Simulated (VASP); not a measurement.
# Ga (I4/mmm) in VASP: notebook

One crystal, Ga, is run at these levels: LDA, PBE; tasks: single point.

Program: VASP 6.6.1. These are calculated values, not measurements. Logs are shortened: lines on timing, memory, paths and dates and some standing lists are left out, and cuts for length are marked.

### Step 1. The cell of the first run

Symmetry: I4/mmm, No. 139, tetragonal system. Conventional cell: a = 2.971 Å, b = 2.971 Å, c = 4.450 Å, α = 90.00°, β = 90.00°, γ = 90.00°. Ga (site symmetry 4/mmm) has 12 Ga at 2.97 to 3.06 Å as nearest neighbours.

This isn't the form of Ga at room conditions, which is orthorhombic.

### Step 2. Single point, LDA (functional LDA, strained and moved within the space group)

Input file INCAR:

```
SYSTEM = Ga
PREC = Accurate
ENCUT = 520
EDIFF = 1E-6
ISMEAR = 0
SIGMA = 0.1
LREAL = .False.
LASPH = .True.
NELM = 100
ALGO = Fast
ISIF = 2
LWAVE = .False.
LCHARG = .False.
GGA = CA
NBANDS = 12
```

Input file KPOINTS:

```
regular mesh
0
Gamma
  20 20 20
  0 0 0
```

Input file POSCAR:

```
Ga
1.0
   -1.4857408800      1.4857408800      2.2250323800
    1.4857408800     -1.4857408800      2.2250323800
    1.4857408800      1.4857408800     -2.2250323800
Ga
1
Direct
    0.0000000000      0.0000000000      0.0000000000
```

Potentials or basis: VASP PAW LDA potentials, release 64 (Ga_d).

On the command line:

```console
$ cat potpaw_LDA.64/Ga_d/POTCAR > POTCAR
$ mpirun -np 1 vasp_std > vasp.out
```

OUTCAR:

```text
SYSTEM = Ga
   PREC = Accurate
   ENCUT = 520
   EDIFF = 1E-6
   ISMEAR = 0
   LREAL = .False.
   LASPH = .True.
   NELM = 100
   ISIF = 2
   GGA = CA

 ion  position               nearest neighbor table
   1  0.000  0.000  0.000-

  LATTYP: Found a body centered tetragonal cell.
 ALAT       =     2.9714817600
 C/A-ratio  =     1.4975911412

  Lattice vectors:

 A1 = (  -1.4857408800,   1.4857408800,   2.2250323800)
 A2 = (   1.4857408800,  -1.4857408800,   2.2250323800)
 A3 = (   1.4857408800,   1.4857408800,  -2.2250323800)

Analysis of symmetry for initial positions (statically):
=====================================================================
 Subroutine PRICEL returns:
 Original cell was already a primitive cell.

 Routine SETGRP: Setting up the symmetry group for a
 body centered tetragonal supercell.

 Subroutine GETGRP returns: Found 16 space group operations
 (whereof 16 operations were pure point group operations)
 out of a pool of 16 trial point group operations.

The static configuration has the point symmetry D_4h.

Analysis of symmetry for dynamics (positions and initial velocities):
=====================================================================
 Subroutine PRICEL returns:
 Original cell was already a primitive cell.

 Routine SETGRP: Setting up the symmetry group for a
 body centered tetragonal supercell.

 Subroutine GETGRP returns: Found 16 space group operations
 (whereof 16 operations were pure point group operations)
 out of a pool of 16 trial point group operations.

The dynamic configuration has the point symmetry D_4h.

 Subroutine INISYM returns: Found 16 space group operations
 (whereof 16 operations are pure point group operations),
 and found     1 'primitive' translations

----------------------------------------------------------------------------------------

                                     Primitive cell

  volume of cell :      19.6464

  direct lattice vectors                    reciprocal lattice vectors
    -1.485740880  1.485740880  2.225032380     0.000000000  0.336532438  0.224715831
     1.485740880 -1.485740880  2.225032380     0.336532438  0.000000000  0.224715831
     1.485740880  1.485740880 -2.225032380     0.336532438  0.336532438  0.000000000

  length of vectors
     3.060330214  3.060330214  3.060330214     0.404661941  0.404661941  0.475928737

  position of ions in fractional coordinates (direct lattice)
     0.000000000  0.000000000  0.000000000

  ion indices of the primitive-cell ions
   primitive index   ion index
                 1           1

----------------------------------------------------------------------------------------

 KPOINTS: regular mesh

Automatic generation of k-mesh.
 Grid dimensions read from file:
 generate k-points for:   20   20   20

 Generating k-lattice:

  Cartesian coordinates                     Fractional coordinates (reciprocal lattice)
     0.000000000  0.016826622  0.011235792     0.050000000  0.000000000 -0.000000000
     0.016826622  0.000000000  0.011235792     0.000000000  0.050000000 -0.000000000
     0.016826622  0.016826622  0.000000000     0.000000000  0.000000000  0.050000000

  Length of vectors
     0.020233097  0.020233097  0.023796437

  Shift w.r.t. Gamma in fractional coordinates (k-lattice)
     0.000000000  0.000000000  0.000000000

 Subroutine IBZKPT returns following result:
 ===========================================

 Found    641 irreducible k-points:

 Following reciprocal coordinates:
            Coordinates               Weight
  0.000000  0.000000  0.000000      1.000000
  0.050000  0.000000 -0.000000      8.000000
  0.100000  0.000000  0.000000      8.000000
  0.150000  0.000000  0.000000      8.000000
  0.200000  0.000000  0.000000      8.000000
  0.250000  0.000000 -0.000000      8.000000
[... 16 lines left out ...]
 -0.400000  0.050000  0.000000     16.000000
 -0.350000  0.050000  0.000000     16.000000
 [... further k-points ...]
   k-points           NKPTS =    641   k-points in BZ     NKDIM =    641   number of bands    NBANDS=     12
   number of dos      NEDOS =    301   number of ions     NIONS =      1
   total plane-waves  NPLWV =  13824
   dimension x,y,z NGX =    24 NGY =   24 NGZ =   24
   dimension x,y,z NGXF=    48 NGYF=   48 NGZF=   48
   ions per type =               1
   NGX,Y,Z   is equivalent  to a cutoff of  13.04, 13.04, 13.04 a.u.
   NGXF,Y,Z  is equivalent  to a cutoff of  26.07, 26.07, 26.07 a.u.
 SYSTEM =  Ga
   PREC   = accura    normal or accurate (medium, high low for compatibility)
   ISTART =      0    job   : 0-new  1-cont  2-samecut
   ICHARG =      2    charge: 1-file 2-atom 10-const
   ISPIN  =      1    spin polarized calculation?
   LNONCOLLINEAR =      F non collinear calculations
   LSORBIT =      F    spin-orbit coupling
   LASPH  =      T    aspherical Exc in radial PAW
   ENCUT  =  520.0 eV  38.22 Ry    6.18 a.u.   5.69  5.69  5.69*2*pi/ulx,y,z
   NELM   =    100;   NELMIN=  2; NELMDL= -5     # of ELM steps
   EDIFF  = 0.1E-05   stopping-criterion for ELM
   LREAL  =      F    real-space projection
   EDIFFG = 0.1E-04   stopping-criterion for IOM
   NSW    =      0    number of steps for IOM
   IBRION =     -1    ionic relax: 0-MD 1-quasi-New 2-CG
   NFREE  =      0    steps in history (QN), initial steepest desc. (CG)
   ISIF   =      2    stress and relaxation
   ISYM   =      2    0-nonsym 1-usesym 2-fastsym
   POTIM  = 0.5000    time-step for ionic-motion
   TEBEG  =    0.0;   TEEND  =   0.0 temperature during run
   PSTRESS=    0.0 pullay stress
   NELECT =      13.0000    total number of electrons
   NUPDOWN=      -1.0000    fix difference up-down
   EMIN   =  10.00;   EMAX   =-10.00  energy-range for DOS
   EFERMI =   0.00;   METHOD = LEGACY
   ISMEAR =     0;   SIGMA  =   0.10  broadening in eV -4-tet -1-fermi 0-gaus
   EFERMI_NEDOS =   21; number of points for ismear=-14 and -15
   IALGO  =     68    algorithm
   IMIX   =      4    mixing-type and parameters
     AMIX     =   0.40;   BMIX     =  1.00
     AMIX_MAG =   1.60;   BMIX_MAG =  1.00
  volume/ion in A,a.u.               =      19.65       132.58
  Fermi-wavevector in a.u.,A,eV,Ry     =   1.426577  2.695839 27.689503  2.035121
  Thomas-Fermi vector in A             =   2.546839
   LORBIT       =      0    0 simple, 1 ext, 2 COOP (PROOUT), +10 PAW based schemes
   GGA     = CA    functional components
   LHFCALC =     F    Hartree Fock is set to
   AEXX    =    0.0000 exact exchange contribution
   IVDW    =     0    specifies the selected vdW correction
   LEPSILON=     F    determine dielectric tensor
   LRPA    =     F    only Hartree local field effects (RPA)
 non-spin polarized calculation
 RMM-DIIS sequential band-by-band and
 Gauss-broadening in eV      SIGMA  =   0.10
  energy-cutoff  :      520.00
  volume of cell :       19.65
 maximum number of plane-waves:       548
   NGX = 11   NGY = 11   NGZ = 11

 number of electron      13.0000004 magnetization

 Free energy of the ion-electron system (eV)
  ---------------------------------------------------
  ext. energy  EPLUGINS =         0.00000000
  ---------------------------------------------------
  free energy    TOTEN  =        -3.50584883 eV

  energy without entropy =       -3.50365111  energy(sigma->0) =       -3.50474997

 E-fermi :   4.9159     XC(G=0): -11.1248

 val. band max:        4.9117752285   @ k =   0.3500   0.3500  -0.0000
 cond. band min:       4.9162267543   @ k =  -0.3500   0.4000   0.3500
 fundamental gap:      0.0044515258
 Fermi energy:         4.9158990091

 k-point     1 :       0.0000    0.0000    0.0000
  band No.  band energies     occupation
      1     -10.0515      2.00000
      2     -10.0040      2.00000
      3     -10.0040      2.00000
      4      -9.9388      2.00000
      5      -9.8863      2.00000
      6      -5.8136      2.00000
      7      16.5333      0.00000
      8      16.5333      0.00000
      9      16.5851      0.00000
     10      20.5263      0.00000
     11      20.7498      0.00000
     12      20.8452      0.00000

 k-point     2 :       0.0500    0.0000   -0.0000
  band No.  band energies     occupation
      1     -10.0492      2.00000
      2     -10.0040      2.00000
      3     -10.0014      2.00000
      4      -9.9387      2.00000
      5      -9.8872      2.00000
      6      -5.7514      2.00000
      7      15.7793      0.00000
      8      16.4132      0.00000
      9      16.4395      0.00000
     10      19.8084      0.00000
     11      20.8394      0.00000
     12      21.0337      0.00000

 k-point     3 :       0.1000    0.0000    0.0000
  band No.  band energies     occupation
      1     -10.0438      2.00000
      2     -10.0042      2.00000
      3      -9.9943      2.00000
      4      -9.9373      2.00000
      5      -9.8895      2.00000
      6      -5.5643      2.00000
      7      14.1029      0.00000
      8      16.0272      0.00000
      9      16.2046      0.00000
     10      19.3901      0.00000
     11      21.3320      0.00000
     12      21.5390      0.00000
[... 286 lines left out ...]
 k-point    23 :      -0.4000    0.0500    0.0000
  band No.  band energies     occupation
      1     -10.0679      2.00000
      2     -10.0257      2.00000
      3      -9.9873      2.00000
      4      -9.8529      2.00000
      5      -9.8269      2.00000
      6      -2.0350      2.00000
      7       3.9523      2.00000
      8      13.4089      0.00000
      9      14.7400      0.00000
     10      18.1577      0.00000
     11      19.4513      0.00000
     12      20.6431      0.00000

 k-point    24 :      -0.3500    0.0500    0.0000
  band No.  band energies     occupation
      1     -10.0588      2.00000
      2     -10.0198      2.00000
      3      -9.9812      2.00000
      4      -9.8704      2.00000
      5      -9.8452      2.00000
      6      -2.9361      2.00000
      7       5.5310      0.00000
      8      13.5586      0.00000
      9      14.9443      0.00000
     10      18.4423      0.00000
     11      19.9603      0.00000
     12      20.6733      0.00000

 [... further k-points ...]

------------------------ aborting loop because EDIFF is reached ----------------------------------------

  FORCE on cell =-STRESS in cart. coord.  units (eV):
  Direction    XX          YY          ZZ          XY          YZ          ZX
  --------------------------------------------------------------------------------------
  -------------------------------------------------------------------------------------
  Total       -0.7564338     -0.7564338     -0.7598922      0.0000000      0.0000000      0.0000000
  in kB      -61.6877628    -61.6877628    -61.9697980      0.0000000      0.0000000      0.0000000
  external PRESSURE =     -61.7817745 kB  Pullay stress =       0.0000000 kB

 VOLUME and BASIS-vectors are now :
 -----------------------------------------------------------------------------
  energy-cutoff  :      520.00
  volume of cell :       19.65
      direct lattice vectors                 reciprocal lattice vectors
    -1.485740880  1.485740880  2.225032380     0.000000000  0.336532438  0.224715831
     1.485740880 -1.485740880  2.225032380     0.336532438  0.000000000  0.224715831
     1.485740880  1.485740880 -2.225032380     0.336532438  0.336532438  0.000000000

 POSITION                                       TOTAL-FORCE (eV/Angst)
 -----------------------------------------------------------------------------------
      0.00000      0.00000      0.00000        -0.000000     -0.000000     -0.000000
 -----------------------------------------------------------------------------------
    total drift:                               -0.000000      0.000000      0.000000

  FREE ENERGIE OF THE ION-ELECTRON SYSTEM (eV)
  ---------------------------------------------------
  free  energy   TOTEN  =        -3.5058488347 eV

  energy  without entropy=       -3.5036511071  energy(sigma->0) =       -3.50474997
```

It took 37 s on 1 thread of Intel Xeon 6975P-C (Granite Rapids), shared host; peak memory 0.24 GiB.

What came out:

```
Free energy            : -3.5058 eV
Pressure               : -6.2 GPa
Band gap on the k mesh : none (metal or under the smearing width)
```

### Step 3. Single point, LDA (functional LDA, strained and moved within the space group)

Input file INCAR:

```
SYSTEM = Ga
PREC = Accurate
ENCUT = 520
EDIFF = 1E-6
ISMEAR = 0
SIGMA = 0.1
LREAL = .FALSE.
LASPH = .TRUE.
NELM = 100
ALGO = Fast
ISIF = 2
LWAVE = .FALSE.
LCHARG = .FALSE.
GGA = CA
NBANDS = 12
```

Input file KPOINTS:

```
Automatic mesh
0
G
  20 20 20
  0 0 0
```

Input file POSCAR:

```
Ga
1.0
   -1.3950284400      1.3950284400      2.2816266900
    1.3950284400     -1.3950284400      2.2816266900
    1.3950284400      1.3950284400     -2.2816266900
Ga
1
Direct
    0.0000000000      0.0000000000      0.0000000000
```

Potentials or basis: VASP PAW LDA potentials, release 64 (Ga_d).

On the command line:

```console
$ cat potpaw_LDA.64/Ga_d/POTCAR > POTCAR
$ mpirun -np 1 vasp_std > vasp.out
```

OUTCAR:

```text
SYSTEM = Ga
   PREC = Accurate
   ENCUT = 520
   EDIFF = 1E-6
   ISMEAR = 0
   LREAL = .FALSE.
   LASPH = .TRUE.
   NELM = 100
   ISIF = 2
   GGA = CA

 ion  position               nearest neighbor table
   1  0.000  0.000  0.000-

  LATTYP: Found a body centered tetragonal cell.
 ALAT       =     2.7900568800
 C/A-ratio  =     1.6355413442

  Lattice vectors:

 A1 = (  -1.3950284400,   1.3950284400,   2.2816266900)
 A2 = (   1.3950284400,  -1.3950284400,   2.2816266900)
 A3 = (   1.3950284400,   1.3950284400,  -2.2816266900)

Analysis of symmetry for initial positions (statically):
=====================================================================
 Subroutine PRICEL returns:
 Original cell was already a primitive cell.

 Routine SETGRP: Setting up the symmetry group for a
 body centered tetragonal supercell.

 Subroutine GETGRP returns: Found 16 space group operations
 (whereof 16 operations were pure point group operations)
 out of a pool of 16 trial point group operations.

The static configuration has the point symmetry D_4h.

Analysis of symmetry for dynamics (positions and initial velocities):
[... 172 lines left out ...]
      5      -8.9562      2.00000
      6      -5.6430      2.00000
      7      18.4884      0.00000
      8      18.6597      0.00000
      9      18.6597      0.00000
     10      22.2664      0.00000
     11      22.4961      0.00000
     12      23.0913      0.00000
[... 331 lines left out ...]
 k-point    24 :      -0.3500    0.0500    0.0000
  band No.  band energies     occupation
      1      -9.2382      2.00000
      2      -9.2183      2.00000
      3      -9.0874      2.00000
      4      -8.9837      2.00000
      5      -8.9528      2.00000
      6      -2.4628      2.00000
      7       6.5514      0.00000
      8      14.3245      0.00000
      9      17.5859      0.00000
     10      19.1530      0.00000
     11      21.4920      0.00000
     12      23.6207      0.00000

 [... further k-points ...]

------------------------ aborting loop because EDIFF is reached ----------------------------------------

  FORCE on cell =-STRESS in cart. coord.  units (eV):
  Direction    XX          YY          ZZ          XY          YZ          ZX
  --------------------------------------------------------------------------------------
  -------------------------------------------------------------------------------------
  Total       -0.2130206     -0.2130206     -0.2187730      0.0000000      0.0000000      0.0000000
  in kB      -19.2159317    -19.2159317    -19.7348376      0.0000000      0.0000000      0.0000000
  external PRESSURE =     -19.3889003 kB  Pullay stress =       0.0000000 kB

 VOLUME and BASIS-vectors are now :
 -----------------------------------------------------------------------------
  energy-cutoff  :      520.00
  volume of cell :       17.76
      direct lattice vectors                 reciprocal lattice vectors
    -1.395028440  1.395028440  2.281626690     0.000000000  0.358415632  0.219141897
     1.395028440 -1.395028440  2.281626690     0.358415632  0.000000000  0.219141897
     1.395028440  1.395028440 -2.281626690     0.358415632  0.358415632  0.000000000

 POSITION                                       TOTAL-FORCE (eV/Angst)
 -----------------------------------------------------------------------------------
      0.00000      0.00000      0.00000        -0.000000      0.000000      0.000000
 -----------------------------------------------------------------------------------
    total drift:                                0.000000      0.000000     -0.000000

  FREE ENERGIE OF THE ION-ELECTRON SYSTEM (eV)
  ---------------------------------------------------
  free  energy   TOTEN  =        -3.5607200332 eV

  energy  without entropy=       -3.5587728542  energy(sigma->0) =       -3.55974644
```

It took 36 s on 1 thread of Intel Xeon 6975P-C (Granite Rapids), shared host; peak memory 0.23 GiB.

What came out:

- Free energy: -3.5607 eV
- Pressure: -1.9 GPa
- Band gap on the k mesh: none (metal or under the smearing width)

(Continued in part 2 of 2.)
